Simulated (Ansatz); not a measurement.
# Varying the input for CdS

All trials start from this Ansatz input:

```yaml
crystal:
  lattice:
    - [0.0, 2.9429534649, 2.9429534649]
    - [2.9429534649, 0.0, 2.9429534649]
    - [2.9429534649, 2.9429534649, 0.0]
  atoms:
    - { symbol: Cd, position: [0.0, 0.0, 0.0] }
    - { symbol: S, position: [0.25, 0.25, 0.25] }
basis:
  ecutwfc: 420
kpoints:
  mp_grid: { grid: [4, 4, 4] }
hamiltonian:
  xc: pbe
scf:
  occupations: { method: gaussian, width: 0.1 }
output:
  forces: true
  stress: true
  eigenvalues: true
```

Command:

```bash
ansatz run input.yaml --threads 1 --pin off --max-ram 1331MiB --backend cpu --events-out ev --progress --plain --runs-dir out
```

The run converges in 6 SCF iterations on 8 irreducible k-points: pressure 1.30 GPa, gap on the sampled k-points 1.08 eV.

The inputs are trials, many of them unsound on purpose. Their numbers show the effect of the settings and aren't properties of the material. Each trial's input is given as a difference from the reference's; energies are extrapolated to zero smearing where there is one, and pressure is positive in compression.

Trial 1:

```diff
 basis:
-  ecutwfc: 420
+  ecutwfc: "35 Ry"
 kpoints:
-  mp_grid: { grid: [4, 4, 4] }
+  mp_grid: { grid: [1, 1, 1] }
 scf:
-  occupations: { method: gaussian, width: 0.1 }
+  occupations: { method: tetrahedron_uncorrected }
 output:
-  stress: true
+  stress: false
```

The run converges in 8 SCF iterations on 1 irreducible k-point: energy 5.19 eV per atom above the reference, gap on the sampled k-points 0.08 eV. It warns that the tetrahedra were set aside for another filling of the bands.

Trial 2:

```diff
 output:
-  eigenvalues: true
+  eigenvalues: false
+magnetization:
+  spin_polarized: true
+  initial_magnetization: 5.0
+  spin_locking: { lock_magnetization: hard }
```

The run converges in 8 SCF iterations on 8 irreducible k-points: energy 7.42 eV per atom above the reference, pressure 26.93 GPa, cell moment 5.00 μB. It warns that the SCF threshold is loose for the stress.

Trial 3:

```diff
 kpoints:
-  mp_grid: { grid: [4, 4, 4] }
+  mp_grid: { kspacing: 0.95 }
 scf:
-  occupations: { method: gaussian, width: 0.1 }
+  occupations: { method: tetrahedron_uncorrected }
+  mixing:
+    algorithm: broyden
+    preconditioner: none
+    globalisation: backtrack
+  max_iter: 100
```

The run converges in 6 SCF iterations on 3 irreducible k-points: energy 443 meV per atom above the reference, pressure 4.24 GPa, gap on the sampled k-points 0.92 eV. It warns that the printed bands weren't solved further after the SCF.

Trial 4:

```diff
 basis:
-  ecutwfc: 420
+  ecutwfc: 640
 kpoints:
-  mp_grid: { grid: [4, 4, 4] }
+  mp_grid: { grid: [2, 2, 2] }
 scf:
+  n_extra_bands: 1
 output:
+  optics: { e_range: [0, 10], sigma: 0.2 }
```

The run converges in 8 SCF iterations on 3 irreducible k-points: energy 442 meV per atom above the reference, pressure 4.23 GPa, gap on the sampled k-points 0.93 eV.

Trial 5 (one atom moved):

```diff
 crystal:
   atoms:
-    - { symbol: S, position: [0.25, 0.25, 0.25] }
+    - { symbol: S, position: [0.2584948676, 0.2584948676, 0.2415051324] }
 basis:
-  ecutwfc: 420
+  ecutwfc: 330
+  ecutrho_ratio: 3
 kpoints:
-  mp_grid: { grid: [4, 4, 4] }
+  mp_grid: { grid: [2, 2, 2] }
 hamiltonian:
-  xc: pbe
+  xc: pw92
 scf:
-  occupations: { method: gaussian, width: 0.1 }
+  occupations: { method: gaussian, width: "0.02 Ry" }
+  n_extra_bands: 30
```

The run converges in 6 SCF iterations on 5 irreducible k-points: pressure -0.55 GPa, largest force 0.215 eV/Å. It warns that the cutoff lies under the recommended one, 420 eV for these potentials.

Trial 6:

```diff
 basis:
-  ecutwfc: 420
+  ecutwfc: "19 Ha"
 hamiltonian:
+  hubbard: { sites: [{ species: Cd, l: d, u_eff: 1.3 }] }
 scf:
+  max_iter: 40
```

The run converges in 7 SCF iterations on 8 irreducible k-points: pressure 1.42 GPa, gap on the sampled k-points 1.12 eV. Under a U the state reached may not be the lowest.

Trial 7:

```diff
 kpoints:
-  mp_grid: { grid: [4, 4, 4] }
+  mp_grid: { grid: [2, 2, 2] }
 hamiltonian:
+  hubbard: { sites: [{ species: Cd, l: d, u_eff: 2.2 }] }
```

The run converges in 7 SCF iterations on 3 irreducible k-points: pressure 4.44 GPa, gap on the sampled k-points 0.99 eV.